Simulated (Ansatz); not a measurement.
Output of an Ansatz run (abridged):

```
WARN ansatz: RAYON_NUM_THREADS=1 ignored (pool sized by the plan → 1); use --threads N
Pseudopotentials: kind: paw
Pseudopotential: Zr, paw, valence charge 12
Pseudopotential: O, paw, valence charge 6
Crystal: 3 atoms, lattice volume = 34.139 Å³
Basis set: ecut = 420 eV, 645 PW (Γ), exchange–correlation on 50×50×50 points (8 copies of the dense FFT grid, shifted against one another)
Bands: 16, of which v1, the nominal top of the filled ones, is band 12 counted from 1 (11 counted from 0)
Symmetry: 48 space group operations
Space group: Fm-3m (ITA 225), of the structure as read, at distance tolerance 3.2e-5 Å
k-points: 16 of 216
Initial density: superposition of atomic densities (neutral atoms: chi_scale 0, normalization atom), corrected by the library's trained network
Initial wavefunctions: pseudopotential atomic-orbital guess
Eigensolver: davidson
Functional: x = pbe(κ = 0.804, μ = 0.2195149727645171), c = pbe(β = 0.06672455060314922)
SCF iter   1: F=—  HF=-5323.811331 eV  |F-HF|=—  |Δ(HF+E_count)|=         —  Δρ=2.20e-3  dr2=1.23e-3  ethr=1.77e-3  ⟨swp⟩=5.4  Hψ=1173  notcnv=0
all-band conjugate gradients solve this SCF's bands
preconditioner: auto → none
SCF iter   2: F=—  HF=-5323.811189 eV  |F-HF|=—  |Δ(HF+E_count)|=   1.43e-4  Δρ=1.63e-3  dr2=7.66e-4  ethr=5.12e-6  ⟨swp⟩=2.1  Hψ=592  notcnv=0
SCF iter   3: F=—  HF=-5323.811021 eV  |F-HF|=—  |Δ(HF+E_count)|=   1.67e-4  Δρ=5.56e-4  dr2=1.91e-5  ethr=3.19e-6  ⟨swp⟩=2.0  Hψ=346  notcnv=0
SCF iter   4: F=—  HF=-5323.811156 eV  |F-HF|=—  |Δ(HF+E_count)|=   1.34e-4  Δρ=1.65e-4  dr2=1.77e-6  ethr=7.96e-8  ⟨swp⟩=2.0  Hψ=384  notcnv=0
iter 5 did not close the SCF: its close was put off for the readings that it lacked (scf_convergence_deferred on its scf_iter line)
SCF iter   5: F=-5323.811163 eV  HF=-5323.811163 eV  |F-HF|=4.17e-8  |Δ(HF+E_count)|=   7.39e-6  Δρ=1.18e-5  dr2=1.26e-8  ethr=7.37e-9  ⟨swp⟩=2.0  Hψ=448  notcnv=0
SCF iter   6: F=-5323.811163 eV  HF=-5323.811163 eV  |F-HF|=5.98e-10  |Δ(HF+E_count)|=   4.95e-8  Δρ=2.29e-6  dr2=1.23e-9  ethr=5.24e-11  ⟨swp⟩=2.0  Hψ=873  notcnv=0
SCF 1 converged in 6 iterations: F = -5323.811163 eV  dr2 = 1.23e-9
SCF converged after 6 iterations
Free energy (F): -5323.811163 eV
Harris-Foulkes:  -5323.811163 eV  (|F-HF|=5.98e-10)
Internal energy: -5323.811163 eV  (E = F + TS)
E sigma→0 (E₀):  -5323.811163 eV
Fermi energy:    13.237482 eV
--- Per-component energies (eV) ---
  E_band       = -74.106216
  E_kinetic    = 684.815947
  E_local      = -1166.776398  (includes V_loc(G=0)·N_el)
  E_nonlocal   = 171.048565
  E_hartree    = 384.178943
  E_xc         = -311.305692
  E_vxc        = -381.948078  (∫ρ·V_xc dr)
  E_paw        = -3268.539887  (= ΣΔE_a)
  E_vpaw       = -149.608476  (= ΣTr[D̂ρ^β])
  E_aug_tail   = 0.004870  (compensation charges beyond the density's cutoff)
  E_ewald      = -1817.237511
  E_smearing   = -0.000000  (= −TS)
  E_closure    = 0.000000  (closes the sum)
  Σ components = -5323.811163   (vs F -5323.811163, Δ=0.00e0)
--- Forces (eV/Å), atoms counted from 1 ---
  atom   1  Zr    -0.00000000     0.00000000    -0.00000000
   [... zero for the other atoms too ...]
  max |Σ_I F_I| component: 1.04e-17 eV/Å
--- Stress (GPa, compression-positive) ---
       -4.465935      -0.000000       0.000000
       -0.000000      -4.465935       0.000000
       -0.000000      -0.000000      -4.465935
  P = ⅓ Tr σ = -4.4659 GPa (-44.659 kbar)
  The stress holds the Pulay correction. Without it, at fixed plane waves, as pw.x and ABINIT print it: P = -5.1143 GPa
--- Band table (eV; the first three rows and the last of 16) ---
  k-point 0: bands = ["-36.6561", "-14.4695", "-14.4695", "-14.4695", "-6.4387", "-4.0062", "6.5603", "6.5603", "6.5603", "11.0721", "11.0721", "11.0721", "14.8541", "14.8541", "17.9134", "20.5407"]
  k-point 1: bands = ["-36.6464", "-14.6275", "-14.4848", "-14.4848", "-6.1081", "-4.2414", "6.8071", "6.8071", "7.2276", "10.4756", "10.6465", "10.6465", "15.2659", "15.2659", "18.5249", "19.9334"]
  k-point 2: bands = ["-36.6270", "-14.9177", "-14.5149", "-14.5149", "-5.5865", "-4.4971", "7.3087", "7.3087", "8.5250", "9.5475", "10.1088", "10.1088", "15.5633", "15.5633", "17.6436", "19.7603"]
  k-point 15: bands = ["-36.6044", "-14.9852", "-14.7459", "-14.6218", "-4.9670", "-4.6562", "6.4255", "7.7160", "8.8808", "9.6913", "10.2226", "11.4512", "15.6674", "16.0986", "17.3084", "17.9717"]
```

The structure:

```xyz
3
Lattice="0.0000 2.5748 2.5748 2.5748 0.0000 2.5748 2.5748 2.5748 0.0000" Properties=species:S:1:pos:R:3 pbc="T T T"
Zr     0.0000     0.0000     0.0000
O      1.2874     1.2874     1.2874
O      3.8622     3.8622     3.8622
```

**Question.** Write an input that gives this output.

**Answer.** Other spellings and defaults could give the same log, and not every line can be read from it. The input that was run (DFT, PBE, plane waves, default PAW files):

Ansatz 0.2 input:
```yaml
# ZrO2
crystal:
  lattice:
    - [0.00000000, 2.57477600, 2.57477600]
    - [2.57477600, 0.00000000, 2.57477600]
    - [2.57477600, 2.57477600, 0.00000000]
  atoms:
    - { symbol: Zr, position: [0.00000000, 0.00000000, 0.00000000] }
    - { symbol: O, position: [0.25000000, 0.25000000, 0.25000000] }
    - { symbol: O, position: [0.75000000, 0.75000000, 0.75000000] }
basis:
  ecutwfc: 420.0 eV
kpoints:
  mp_grid:
    grid: [6, 6, 6]
hamiltonian:
  xc: pbe
  pseudopotentials:
    kind: paw
scf:
  occupations:
    method: fermi_dirac
    width: 0.05 eV
output:
  forces: true
  eigenvalues: true
  stress: true
```

The starting cell has typed, rounded lattice constants, without a prior relaxation at this level. Its lattice was rescaled by a random factor within 2.5 % of one. With a pressure of about -4 GPa the cell is away from its equilibrium volume at this level. Ansatz's pressure includes its estimate of the finite-basis (Pulay) stress. Without the estimate this run gives -5.11 GPa.

Ansatz is a quantum-chemistry and plane-wave program.
